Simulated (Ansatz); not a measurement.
# MnO2 (P-3m1) in Ansatz: single point with PBE+D4

Aim: the single point of MnO2 with PBE+D4.

Everything below comes from runs of Ansatz 0.2.0. Logs are shortened: lines on timing, memory, paths and dates and some standing lists are left out, and cuts for length are marked.

## (1) The undisturbed crystal

The structure is trigonal, space group P-3m1 (No. 164). The conventional cell has a = 2.857 Å, b = 2.857 Å, c = 4.601 Å, α = 90.00°, β = 90.00°, γ = 120.00°. Around Mn (site symmetry -3m) lie 6 O at 1.90 Å. O (site symmetry 3m) has 3 Mn at 1.90 Å as nearest neighbours.

Measurements of this composition are mostly on another form, of space group No. 136.

## (2) Single point, PBE+D4, collinear spin, ferromagnetic start (volume scaled by 0.8)

input.yaml

```yaml
crystal:
  lattice: { a: 2.6518122769, b: 2.6518122769, c: 4.2715372902, alpha: 90.0, beta: 90.0, gamma: 119.9999999987 }
  atoms:
    - { symbol: Mn, position: [0.0, 0.0, 0.5], spin: 4.0 }
    - { symbol: O, position: [0.3333333333, 0.6666666667, 0.70629257] }
    - { symbol: O, position: [0.6666666667, 0.3333333333, 0.29370743] }
kpoints:
  mp_grid: { grid: [11, 11, 6] }
scf:
  occupations: { method: fermi_dirac, width: 0.15 }
hamiltonian:
  xc: pbe
  dispersion: d4
  pseudopotentials: { kind: all_electron, datasets: crystal }
magnetization:
  spin_polarized: true
output:
  forces: true
  stress: true
  eigenvalues: true
  elf: true
  volumetric_format: npy
```

Potentials or basis: all-electron PAW datasets made for the crystal.

Started as:

```bash
> ansatz run input.yaml --threads 4 --pin off --max-ram 12288MiB --backend cpu --events-out ev --progress --plain --runs-dir out
```

The log of the run:

```text
Warning: RAYON_NUM_THREADS=4 ignored (pool sized by the plan → 4); use --threads N
hamiltonian.pseudopotentials.datasets: crystal makes datasets for this crystal and solves the spheres of its atoms anew in each pass: cutoff 600.0 eV, the density's 2400.0 eV; for an error of 0.50 meV an atom under PBE, 1.5 meV for the cell; an energy difference from a run of another recipe may be off by several times the error for the cell, under r2SCAN by more, where some 0.1 meV an atom stays at smaller errors; O in spheres of 0.799 Å, 6 of its electrons in bands; Mn in spheres of 0.963 Å, 15 of its electrons in bands
Engine: ansatz 0.2.0, x86_64-unknown-linux-gnu
Pseudopotentials: kind: all_electron
Pseudopotential: Mn, paw, valence charge 15, recommended cutoff 600 eV (normal), crystal/all_electron/pbe/scalar/gaussian/Mn, Koelling and Harmon's equation, gaussian nucleus
Pseudopotential: O, paw, valence charge 6, recommended cutoff 600 eV (normal), crystal/all_electron/pbe/scalar/gaussian/O, Koelling and Harmon's equation, gaussian nucleus
Functional definition: PBE
  parameter kappa = 0.804
  parameter beta = 0.06672455060314922
  exchange = pbe_x(kappa = kappa, mu = beta*pi^2/3)
  correlation = pbe_c(beta = beta)
a search for the magnetic state begins, with frozen cores and fixed partial waves. It gives no result and prints no iterations
the search for the magnetic state of this step took 11 SCF iterations with frozen cores. It stayed in its first state, in which the spheres begin
Crystal: 3 atoms, lattice volume = 26.014 Å³
Basis set: ecut = 600 eV, 857 PW (Γ), exchange–correlation on 48×48×72 points (8 copies of the dense FFT grid, shifted against one another)
Bands: 20, of which v1, the nominal top of the filled ones, is band 14 counted from 1 (13 counted from 0)
Symmetry: 12 space group operations
Space group: P-3m1 (ITA 164), of the structure as read, at distance tolerance 3.0e-5 Å
Magnetic group: BNS 164.85 (UNI 1315), of the structure as read, at distance tolerance 3.0e-5 Å
k-points: 84 of 726
Non-local potential: Mn, projectors of the file, l = 0: 2, l = 1: 2, l = 2: 2
Non-local potential: O, projectors of the file, l = 0: 1, l = 1: 1
PAW form: soft (Blöchl's): semilocal exchange-correlation on the pseudo side does not see the compensation charge
PAW one-centre angular grid: Mn, 590 points (default); XC on its mesh's 1821 points in the sphere
PAW one-centre angular grid: O, 110 points (default); XC on its mesh's 1871 points in the sphere
Initial density: read from a saved state, or passed on in memory by an earlier SCF of this step, an earlier step, the calling program or the single point that the run made first
Starting moments: Σ|m| = 4 μB on 1 of 3 sites; this step starts from the density that it was given
Initial wavefunctions: pseudopotential atomic-orbital guess
Functional: x = pbe(κ = 0.804, μ = 0.2195149727645171), c = pbe(β = 0.06672455060314922)
iter 1 solved again at ethr=9.51e-5 eV; its pass at ethr=1.00e-1 eV (dr2=2.57e-2 eV) is discarded
SCF iter   1: F=—  HF=-35624.044570 eV  |F-HF|=—  |Δ(HF+E_count)|=         —  Δρ=6.89e-3 (↑6.49e-3 ↓6.89e-3)  dr2=2.75e-2  dr2_m=9.87e-4  M=2.911 μB ∫|m|=2.923 μB  β_m=0.30  ethr=9.51e-5  ⟨swp⟩=4.4  Hψ=22155  notcnv=0
preconditioner: auto → none  [metal: Δε(μ)=0.072 eV  Ē_g=15.830 eV  σ=0.150 eV  W_gap=0.12  n_scr=8 (ndim 8)  ℏωp=31.7 eV  f_vac=0.130  D(μ)=0.44/eV (n_scr^D=2)]
SCF iter   2: F=—  HF=-35624.078691 eV  |F-HF|=—  |Δ(HF+E_count)|=   3.41e-2  Δρ=4.79e-3 (↑3.52e-3 ↓4.79e-3)  dr2=1.16e-2  dr2_m=4.70e-4  M=2.900 μB ∫|m|=2.911 μB  β_m=0.65  ethr=9.51e-5  ⟨swp⟩=2.9  Hψ=6299  notcnv=0
SCF iter   3: F=—  HF=-35624.360755 eV  |F-HF|=—  |Δ(HF+E_count)|=   2.82e-1  Δρ=4.22e-2 (↑3.70e-2 ↓4.22e-2)  dr2=1.39e0  dr2_m=5.01e-3  M=2.944 μB ∫|m|=2.956 μB  β_m=0.36  ethr=4.31e-5  ⟨swp⟩=4.0  Hψ=9771  notcnv=0  recentre
iter 4 solved again at ethr=8.85e-7 eV; its pass at ethr=4.31e-5 eV (dr2=2.39e-4 eV) is discarded
SCF iter   4: F=—  HF=-35624.122639 eV  |F-HF|=—  |Δ(HF+E_count)|=   2.38e-1  Δρ=7.14e-4 (↑7.14e-4 ↓6.69e-4)  dr2=1.98e-4  dr2_m=3.08e-5  M=2.906 μB ∫|m|=2.918 μB  β_m=0.59  ethr=8.85e-7  ⟨swp⟩=2.3  Hψ=17154  notcnv=0
eigensolver tolerance schedule: the retry pair's looser diagonalisation over-reported the residual by 0.20 of it (diagonalisation noise at 0.21 of the residual, at the tolerance the schedule requests for it); recorded, not acted on — ethr = c·dr2/N_el stays at c = 1.0e-1
SCF iter   5: F=—  HF=-35624.125293 eV  |F-HF|=—  |Δ(HF+E_count)|=   2.65e-3  Δρ=5.88e-4 (↑3.57e-4 ↓5.88e-4)  dr2=1.74e-4  dr2_m=3.59e-6  M=2.906 μB ∫|m|=2.918 μB  β_m=0.63  ethr=7.35e-7  ⟨swp⟩=3.0  Hψ=7395  notcnv=0
SCF iter   6: F=—  HF=-35624.126565 eV  |F-HF|=—  |Δ(HF+E_count)|=   1.27e-3  Δρ=2.06e-4 (↑2.06e-4 ↓2.04e-4)  dr2=3.39e-6  dr2_m=5.61e-6  M=2.907 μB ∫|m|=2.918 μB  β_m=0.63  ethr=6.44e-7  ⟨swp⟩=2.4  Hψ=7531  notcnv=0
SCF iter   7: F=—  HF=-35624.126572 eV  |F-HF|=—  |Δ(HF+E_count)|=   6.65e-6  Δρ=7.83e-5 (↑7.68e-5 ↓7.83e-5)  dr2=3.47e-7  dr2_m=9.00e-7  M=2.907 μB ∫|m|=2.918 μB  β_m=0.81  ethr=1.26e-8  ⟨swp⟩=3.0  Hψ=6645  notcnv=0
SCF iter   8: F=—  HF=-35624.126574 eV  |F-HF|=—  |Δ(HF+E_count)|=   1.95e-6  Δρ=1.52e-5 (↑1.01e-5 ↓1.52e-5)  dr2=1.25e-7  dr2_m=2.33e-8  M=2.907 μB ∫|m|=2.918 μB  β_m=0.73  ethr=1.29e-9  ⟨swp⟩=3.0  Hψ=8050  notcnv=0
SCF iter   9: F=-35624.126573 eV  HF=-35624.126573 eV  |F-HF|=1.08e-9  |Δ(HF+E_count)|=   3.96e-8  Δρ=5.81e-6 (↑2.23e-6 ↓5.81e-6)  dr2=3.51e-9  dr2_m=3.20e-9  M=2.907 μB ∫|m|=2.918 μB  ethr=4.63e-10  ⟨swp⟩=3.0  Hψ=6898  notcnv=0
SCF 1 converged in 9 iterations: F = -35624.126576 eV  dr2 = 3.51e-9
  Residual-converged pass: ⟨swp⟩=2.1  Hψ=5653  notcnv=0  max |occ|·‖R‖ = 6.4e-6 eV (tolerance 6.5e-6 eV)  dr2=3.45e-9  dr2_m=3.23e-9  dr2_onsite=5.61e-9  max |Δocc| = 8.4e-10
SCF converged after 9 iterations
Magnetization: 2.9070 μB (14.9535 up, 12.0465 down)
Absolute magnetization: 2.9184 μB (∫|ρ↑−ρ↓|)
Spin contamination: -0.1545 ħ² per cell (⟨S²⟩ above its minimum at these occupations)
Per-site moments (μB) at R_I (Å): [(2.1878363563739085, 0.7286816409559931), (0.13009597655108088, 0.7286816409559931), (0.13009597655108124, 0.7286816409559931)]
Free energy (F): -35624.126576 eV
Harris-Foulkes:  -35624.126576 eV  (|F-HF|=1.08e-9)
Internal energy: -35624.088302 eV  (E = F + TS)
E sigma→0 (E₀):  -35624.107439 eV
Entropy (-TS):   -0.038274 eV (-12.758 meV/atom)
Past the cutoff: the bands carry plane waves up to 1.75 times it, of which those up to 1.5 times it add -0.000286 eV an atom, each by itself; the spheres take 0.000116 eV an atom off the energy for waves past 1.75 times it
By the cutoff:   a pressure is off by up to 0.007 GPa (1.2 times the spheres' own share and the shells' term, over an atom's volume, and 0.004 GPa: a bound that held against runs at twice the plane waves)
Past the cutoffs: a stress includes 0.0035 GPa for waves and charges beyond them, in addition to the slope of what the spheres take
In the spheres:  the bands' charges fall short by 4.1e-7 e at most (sound up to 1e-3)
Fermi energy:    12.556009 eV
--- Per-component energies (eV) ---
  E_band       = -271.221090
  E_kinetic    = 817.461609
  E_local      = -3148.885322  (includes V_loc(G=0)·N_el)
  E_nonlocal   = 9.854958
  E_hartree    = 1431.572346
  E_xc         = -279.067283
  E_vxc        = -363.375663  (∫ρ·V_xc dr)
  E_paw        = -35638.516216  (= ΣΔE_a)
  E_vpaw       = -3830.567408  (= ΣTr[D̂ρ^β])
  E_ewald      = -2196.974056
  E_disp       = -0.681457  (pairwise vdW)
  E_smearing   = -0.038274  (= −TS)
  E_closure    = 3381.147120  (closes the sum)
  Σ components = -35624.126576   (vs F -35624.126576, Δ=0.00e0)
  The terms above E_closure are by the made datasets' own strengths, without shells solved beside the bands.
--- Forces (eV/Å), atoms counted from 1 ---
  atom   1  Mn     0.00000000    -0.00000000     0.00000000
  atom   2  O      0.00000000     0.00000000     4.65896034
  atom   3  O     -0.00000000    -0.00000000    -4.65896034
  max |Σ_I F_I| component: 2.31e-18 eV/Å
--- Stress (GPa, compression-positive) ---
       86.275281      -0.000000       0.000000
       -0.000000      86.275281       0.000000
        0.000000       0.000000      52.816041
  P = ⅓ Tr σ = 75.1222 GPa (751.222 kbar)
--- Band table (eV; the first three rows and the last of 168) ---
  k-point 0 ↑: bands = ["-69.5819", "-38.2613", "-38.2310", "-38.2310", "-9.5915", "-6.2286", "3.8621", "4.4710", "4.4710", "9.5103", "9.5103", "10.1096", "10.1096", "10.1547", "12.0944", "16.1346", "16.1346", "20.7560"]
  k-point 1 ↑: bands = ["-69.5819", "-38.2614", "-38.2310", "-38.2310", "-9.5482", "-6.3179", "4.0919", "4.4752", "4.4752", "9.5077", "9.5077", "9.6895", "10.0936", "10.0936", "12.2823", "16.1559", "16.1559", "21.1235"]
  k-point 2 ↑: bands = ["-69.5819", "-38.2617", "-38.2310", "-38.2310", "-9.4555", "-6.5000", "4.4838", "4.4838", "4.6291", "8.8247", "9.5024", "9.5024", "10.0617", "10.0617", "12.5190", "16.1982", "16.1982", "22.0119"]
  k-point 83 ↓: bands = ["-66.6116", "-35.7923", "-35.6983", "-35.2666", "-6.8373", "-6.6788", "4.9098", "5.1412", "6.6115", "7.9976", "8.4442", "8.8591", "13.0310", "14.1159", "14.2546", "16.6858", "16.7846", "25.4102"]
```

It took 88 s on 4 threads of Intel Xeon at 2.50GHz (Skylake/Cascade Lake), shared host; peak memory 0.99 GiB.

Results:

| Item | Value |
| --- | --- |
| Free energy | -35624.1266 eV |
| Pressure | 75.1 GPa |
| Largest force | 4.659 eV/Å |
| Band gap on the k mesh | none (metal or under the smearing width) |
| Net moment | 2.91 μB per cell |
| Absolute moment | 2.92 μB per cell |
| Site moments | Mn +2.19; O +0.13 μB |

Forces in eV/Å, atoms in the order of the input:
```
Mn   0.000  0.000  0.000
O    0.000  0.000  4.659
O    0.000  0.000 -4.659
```

Stress tensor (GPa, compression positive):
```
86.28  0.00  0.00
 0.00 86.28  0.00
 0.00  0.00 52.82
```

Caveat: a cell with one magnetic atom can't hold antiferromagnetic order, which such compounds often take; semilocal functionals often make such compounds metallic where correlation or magnetic order opens a gap, which also shifts bond lengths; pairwise dispersion overbinds metals, which lowers pressure and volume.
